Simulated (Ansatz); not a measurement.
Hf in Ansatz: convergence with xc grid

Input of the first run (xc grid 1); the others differ in this setting and in those tied to it:

File input.yaml:

```yaml
crystal:
  lattice:
    - [0.11926996, 2.34305202, 1.99282058]
    - [2.32108664, 0.12479836, 1.98729217]
    - [2.44975498, 2.46619196, -0.00386998]
  atoms:
    - { symbol: Hf, position: [0.0, 0.0, 0.0] }
hamiltonian:
  xc: r2scan
  pseudopotentials: { kind: paw_fr }
magnetization:
  noncollinear: true
  spin_orbit: true
kpoints:
  mp_grid: { grid: [8, 8, 7] }
scf:
  occupations: { method: fermi_dirac, width: 0.05 }
output:
  forces: true
  stress: true
  eigenvalues: true
basis:
  xc_grid: 1
```

Potentials or basis: Ansatz PAW.

Launch:

```console
$ ansatz run input.yaml --threads 2 --pin off --max-ram 5632MiB --backend cpu --events-out ev --progress --plain --runs-dir out
```

This isn't the form of Hf at room conditions, which is hcp.

Hardware: 2 threads of Intel(R) Xeon(R) Platinum 8259CL CPU @ 2.50GHz (Skylake/Cascade Lake), on a shared host.

| xc grid | energy less the tightest run, at zero smearing (meV/atom) | SCF cycles | CPU time (s) | peak memory (GiB) |
| --- | --- | --- | --- | --- |
| 1 | -0.01 | 8 | 55 | 0.7 |
| 2 | 0.00 | 8 | 54 | 0.71 |
| 3 | 0.00 | 8 | 55 | 0.72 |
| 4 | 0.00 | 8 | 56 | 0.76 |
| 5 | 0.00 | 8 | 58 | 0.79 |

Against the tightest run, the energy stays within 1 meV/atom from 1 on. The tightest run that finished is the yardstick and may itself not be fully converged.
